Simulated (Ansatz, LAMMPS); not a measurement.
# Relaxing amorphous SiO2 (96 atoms), part 2 of 4

How does amorphous SiO2 (96 atoms) relax, and what do bonds, charges and levels look like afterwards?

Ansatz 0.2.0; Kohn-Sham DFT, PBE, PAW (set soft_2), plane waves.

The cell: 32 Si and 64 O. The quench rate of 50 K/ps is orders of magnitude faster than experiment. The starting topology of bonds comes from the classical model. The Brillouin zone is sampled at Γ only, in a cell whose shortest periodic width is 12 Å.

So far. Step 3 (Single point at the start): Neighbours are counted within 2.02 Å (O-Si).

## Step 4: Relaxation

With the cell held, the atoms are moved downhill towards a nearby minimum.

File input.yaml:

```yaml
crystal:
  lattice:
    - [11.6871, 0.0, 0.0]
    - [0.0, 11.6871, 0.0]
    - [0.0, 0.0, 11.6871]
  atoms:
    [... the 96 atom lines of step 3 ...]
kpoints:
  mp_grid: { grid: [1, 1, 1] }
hamiltonian:
  xc: pbe
scf:
  occupations: { method: fermi_dirac, width: 0.025 }
output:
  forces: true
relax:
  f_tol: 0.04
  max_steps: 250
```

Command:

```
$ ansatz run input.yaml --threads 4 --pin off --max-ram 8192MiB --backend cpu --events-out ev --progress --plain --runs-dir out
```

Numbers of over 12 decimals in the logs are rounded to 6 here.

Output:

```text
[...]
Crystal: 96 atoms, lattice volume = 1596.321 Å³
Basis set: ecut = 420 eV, 31343 PW (Γ), exchange–correlation on 160×160×160 points (8 copies of the dense FFT grid, shifted against one another)
Bands: 352, of which v1, the nominal top of the filled ones, is band 256 counted from 1 (255 counted from 0)
Symmetry: 1 space group operations
[...]
k-points: 1
[...]
SCF iter   1: F=—  HF=-56758.278741 eV  |F-HF|=—  |Δ(HF+E_count)|=         —  Δρ=8.50e-3  dr2=2.76e0  ethr=1.77e-3  ⟨swp⟩=7.0  Hψ=1753  notcnv=0  defer=68
[...]
SCF iter  11: F=-56757.342134 eV  HF=-56757.342140 eV  |F-HF|=5.87e-6  |Δ(HF+E_count)|=   3.94e-6  Δρ=1.43e-5  dr2=6.56e-6  ethr=7.81e-9  ⟨swp⟩=3.0  Hψ=985  notcnv=0
SCF 1 converged in 11 iterations: F = -56757.342134 eV  dr2 = 6.56e-6
[...]
relax step   1: F+E_penalty+E_count = -56757.34213410 eV  Δ(F+E_penalty+E_count) = +0.000e0 eV  max|allowed force component| = 4.200e0 eV/Å  Δτ_max = 0.0000 Å  (11 SCF iters, dr2 threshold 4.00e-5 eV, accepted)
[...]
relax step   2: F+E_penalty+E_count = -56758.50692421 eV  Δ(F+E_penalty+E_count) = -1.165e0 eV  max|allowed force component| = 3.039e0 eV/Å  Δτ_max = 0.0861 Å  (6 SCF iters, dr2 threshold 1.00e-4 eV, accepted)
[...]
relax step   3: F+E_penalty+E_count = -56759.70368678 eV  Δ(F+E_penalty+E_count) = -1.197e0 eV  max|allowed force component| = 1.310e0 eV/Å  Δτ_max = 0.1970 Å  (7 SCF iters, dr2 threshold 1.00e-4 eV, accepted)
relax step   4: F+E_penalty+E_count = -56759.97365403 eV  Δ(F+E_penalty+E_count) = -2.700e-1 eV  max|allowed force component| = 5.764e-1 eV/Å  Δτ_max = 0.2000 Å  (7 SCF iters, dr2 threshold 1.00e-4 eV, accepted)
relax step   5: F+E_penalty+E_count = -56760.12607359 eV  Δ(F+E_penalty+E_count) = -1.524e-1 eV  max|allowed force component| = 6.270e-1 eV/Å  Δτ_max = 0.2000 Å  (7 SCF iters, dr2 threshold 6.17e-5 eV, accepted)
relax step   6: F+E_penalty+E_count = -56760.20691882 eV  Δ(F+E_penalty+E_count) = -8.085e-2 eV  max|allowed force component| = 1.413e-1 eV/Å  Δτ_max = 0.0931 Å  (6 SCF iters, dr2 threshold 7.61e-5 eV, accepted)
relax step   7: F+E_penalty+E_count = -56760.20902028 eV  Δ(F+E_penalty+E_count) = -2.101e-3 eV  max|allowed force component| = 1.263e-1 eV/Å  Δτ_max = 0.2000 Å  (10 SCF iters, accepted)
relax step   8: F+E_penalty+E_count = -56760.21632786 eV  Δ(F+E_penalty+E_count) = -7.308e-3 eV  max|allowed force component| = 1.342e-1 eV/Å  Δτ_max = 0.1734 Å  (10 SCF iters, accepted)
relax step   9: F+E_penalty+E_count = -56760.22410394 eV  Δ(F+E_penalty+E_count) = -7.776e-3 eV  max|allowed force component| = 8.639e-2 eV/Å  Δτ_max = 0.0532 Å  (6 SCF iters, dr2 threshold 1.44e-5 eV, accepted)
relax step  10: F+E_penalty+E_count = -56760.22670228 eV  Δ(F+E_penalty+E_count) = -2.598e-3 eV  max|allowed force component| = 1.892e-2 eV/Å  Δτ_max = 0.0360 Å  (6 SCF iters, dr2 threshold 3.09e-6 eV, accepted)
[...]
relax step  11: F+E_penalty+E_count = -56760.22670242 eV  Δ(F+E_penalty+E_count) = -1.434e-7 eV  max|allowed force component| = 1.895e-2 eV/Å  Δτ_max = 0.0000 Å  (4 SCF iters, accepted)
SCF converged after 4 iterations
Free energy (F): -56760.226702 eV
[...]
Internal energy: -56760.226702 eV  (E = F + TS)
E sigma→0 (E₀):  -56760.226702 eV
Fermi energy:    4.065159 eV
[...]
--- Forces (eV/Å), atoms counted from 1 ---
  atom   1  Si     0.00682038     0.00432573     0.00501402
  atom   2  Si    -0.00086676    -0.00130990     0.00197001
  atom   3  Si    -0.00500545    -0.01894719     0.01140501
  atom   4  Si    -0.01497303     0.01125569     0.00268336
  atom   5  Si    -0.01018671     0.00308705     0.01307088
  atom   6  Si    -0.00125081    -0.00157918    -0.00522502
  atom   7  Si    -0.00123704    -0.00594739     0.00719139
  atom   8  Si    -0.00413084    -0.00583641    -0.00218480
  atom   9  Si     0.00528742     0.01558502     0.00427475
  atom  10  Si     0.00394468    -0.00701951     0.00957839
  atom  11  Si     0.00373708    -0.00176481     0.00280351
  atom  12  Si    -0.01751151    -0.00289169    -0.01547443
  atom  13  Si     0.00625922     0.00722774    -0.00453459
  atom  14  Si    -0.01804106     0.00149653    -0.00098830
[...]
atom  95  O      0.00141347    -0.00079802     0.00024714
  atom  96  O      0.00072244     0.00127409     0.00308306
  max |Σ_I F_I| component: 4.69e-5 eV/Å
--- Relaxed structure (11 steps of the walk, 11 accepted, 0 SCFs on fresh bases) ---
  F+E_penalty+E_count = -56760.22670242 eV   max|allowed force component| = 1.895e-2 eV/Å
  atoms:
    - { symbol: Si, position: [0.099598, 0.403562, 0.698597] }
    - { symbol: Si, position: [0.440442, 0.496626, 0.398988] }
    - { symbol: Si, position: [0.450304, 0.249669, 0.858132] }
    - { symbol: Si, position: [0.487725, 0.557369, 0.641897] }
[...]
- { symbol: O, position: [0.511312, 0.936659, 0.939050] }
```

The job ended after 84 s (4 threads of Intel Xeon Platinum 8488C (Sapphire Rapids), shared host; peak memory 2 GiB; 5.1 min of CPU time).

Step by step:

```tsv
step	energy less that of the first step (eV)	largest force component (eV/Å)
1	0.0000	4.2001
2	-1.1648	3.0393
3	-2.3616	1.3101
4	-2.6315	0.5764
5	-2.7839	0.6270
6	-2.8648	0.1413
7	-2.8669	0.1263
8	-2.8742	0.1342
9	-2.8820	0.0864
10	-2.8846	0.0189
11	-2.8846	0.0189
```

The atoms that moved most (Å):

```tsv
atom	dx	dy	dz	length
O64	0.207	-0.352	0.207	0.458
O76	-0.204	0.265	-0.252	0.419
O41	0.082	0.318	0.198	0.384
O71	0.280	-0.025	-0.170	0.329
Si13	-0.194	0.149	-0.203	0.318
O67	0.238	-0.103	0.180	0.316
O79	-0.134	-0.007	-0.276	0.307
O47	-0.251	0.098	0.032	0.271
```

The relaxation changed the energy by -30.0 meV/atom, and atoms moved by 0.16 Å r.m.s., 0.46 Å at most.

## Step 5: Local order after relaxation

Bonds before and after, by the cutoffs listed below:

```tsv
pair	bonds before	bonds after	mean before (Å)	mean after (Å)	spread before (Å)	spread after (Å)
O-Si	127	128	1.621	1.639	0.018	0.046
```

Density 2 g/cm³, 16.63 Å³ an atom.

g(r), total and by pair (bins of 0.2 Å):

```tsv
r (Å)	total	O-O	O-Si	Si-Si
1.50	0.56	0.00	1.26	0.00
1.70	5.92	0.00	13.31	0.00
1.90	0.12	0.00	0.27	0.00
2.10	0.00	0.00	0.00	0.00
2.30	0.00	0.00	0.00	0.00
2.50	0.40	0.89	0.00	0.00
2.70	3.25	7.27	0.04	0.00
2.90	0.39	0.45	0.07	1.42
3.10	0.79	0.26	0.16	5.39
3.30	0.66	0.40	0.68	1.66
3.50	0.54	0.33	0.88	0.00
3.70	0.86	0.47	1.44	0.09
3.90	1.03	0.57	1.69	0.25
4.10	1.45	0.72	2.32	0.81
4.30	1.17	0.81	1.71	0.53
4.50	0.78	1.10	0.46	0.79
4.70	0.75	1.09	0.44	0.67
4.90	1.21	1.73	0.52	1.86
5.10	1.23	1.72	0.74	1.19
5.30	1.01	1.23	0.78	1.02
5.50	0.88	0.80	0.86	1.28
5.70	0.91	0.67	1.06	1.25
```

Bonds by pair of elements; cutoffs follow the first minimum of g(r), held within bounds set by covalent radii, and pairs that aren't listed don't count as bonded:

```tsv
pair A-B	cutoff (Å)	bonds	mean length (Å)	spread (Å)	shortest (Å)	B about A	A about B
O-Si	2.16	128	1.64	0.046	1.53	2	4
```

How many atoms have how many bonded neighbours:

```tsv
element	mean	1	2	3	4
O	2	2	60	2	0
Si	4	0	0	0	32
```

Bond angles, per cent of each kind in bins of 5°:

```tsv
angle (°)	O-Si-O	Si-O-Si
95–100	2.1	0.0
100–105	13.0	0.0
105–110	40.1	1.5
110–115	34.4	0.0
115–120	8.3	4.5
120–125	2.1	3.0
125–130	0.0	6.1
130–135	0.0	12.1
135–140	0.0	13.6
140–145	0.0	9.1
145–150	0.0	12.1
150–155	0.0	13.6
155–160	0.0	9.1
160–165	0.0	10.6
165–170	0.0	4.5
```

Bond angles (no mean is given where the spread exceeds 20°):

```tsv
angle	count	mean (°)	spread (°)
O-Si-O	192	109	4.6
Si-O-Si	66	144	13.8
```

Oxygen atoms by the number of network formers (Si, P, Ge, B, Al, As, Ga) bound to them:

```tsv
network formers bound to O	O atoms	per cent
0	0	0
1	2	3.1
2	60	93.8
3	2	3.1
```

Network units: each former by its oxygen neighbours and how many of them bridge to another former:

```tsv
former	O neighbours	bridging O	atoms
Si	4	3	2
Si	4	4	30
```

Bond length by coordination (bonds to H left out):

```tsv
element	coordination	atoms	mean bond length (Å)
O	1	2	1.54
O	2	60	1.63
O	3	2	1.80
```

Rings of the network by King's shortest-path rule, up to 12 atoms, one path for each pair of neighbours; H, halogens, alkali and alkaline-earth atoms are left out, and the last column divides by all other atoms, bonded or not:

```tsv
ring size (atoms)	rings	per network atom
6	2	0.021
8	10	0.104
10	13	0.135
12	17	0.177
```

First main peaks of g(r), for some of the pairs, lie near 2.7 Å (O-O), 1.6 Å (O-Si) and 3.1 Å (Si-Si). Counting bonds as in the table, 94 % of O atoms have 2 and all Si atoms have 4 bonded neighbours. The O-Si-O angle averages 109° with a spread of 5°. 94 % of the oxygens bridge two formers (Si) and 3 % are non-bridging; 3 % join three. The commonest Si unit has 4 oxygens, 4 of them shared with other formers (30 of 32 atoms). Rings of 12 atoms are the most common (40 % of those counted); sizes run from 6 to 12, where the search stops.

[end of part 2 of 4]

[Logs are printed without paths, hosts, clocks, repeated set-up lines and the standing remarks that a program may print on its own settings, such as how far it seeks lower states.]

[Hosts, paths, dates, database ids (printed as entryN), source tags and the programs' standing remarks are cut or masked in the printed files.]
